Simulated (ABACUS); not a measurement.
## Au: equation of state with SCAN

**Measured values to compare with.**

“Exploring toroidal anvil profiles for larger sample volumes above 4 Mbar”, 2024, pmc:11102561 quotes, for a bulk crystal of Au: bulk modulus 167 GPa.

Au:

```xyz
1
Lattice="0.0000 2.0350 2.0350 2.0350 0.0000 2.0350 2.0350 2.0350 0.0000" Properties=species:S:1:pos:R:3 pbc="T T T"
Au    0.0000    0.0000    0.0000
```

* Program: ABACUS 3.10.1
* Task: equation of state
* Functional: SCAN
* Potentials or basis: SG15 ONCV 1.2 PBE
* Cutoff: 1361 eV
* Density cutoff: 5442 eV
* Basis: DZP LCAO (the cutoffs set its grid)
* k mesh: 8 × 8 × 8
* Occupations: fermi-dirac, width 0.05 eV
* Spin: no spin polarisation

```
Equilibrium volume                      : 17.50 Å³/atom
Bulk modulus                            : 159 GPa
Pressure derivative of the bulk modulus : 6.0 (rough: it moves with the points fitted)
```

Energy against volume, from the lowest point:
```csv
volume (Å³/atom),energy (meV/atom)
15.843,95.62
16.518,28.62
17.192,0.00
17.866,0.75
```

All runs of the series together: 56 s on 4 threads of Intel(R) Xeon(R) Platinum 8488C (Sapphire Rapids) (shared host).

Measured bulk modulus of Au: 167 GPa (quoted in “Exploring toroidal anvil profiles for larger sample volumes above 4 Mbar”, 2024, pmc:11102561). This calculation gives 159 GPa (-4.7 %). The fit is for a static lattice scaled at fixed shape and fixed fractional positions.

Caveat: the atomic orbitals were generated for these runs and aren't a published set; the potentials were made for another functional, which shifts forces and pressure; the basis of atomic orbitals isn't converged, which shifts pressures, moduli and gaps. The run has no spin-orbit coupling, so splittings on Au are missing.
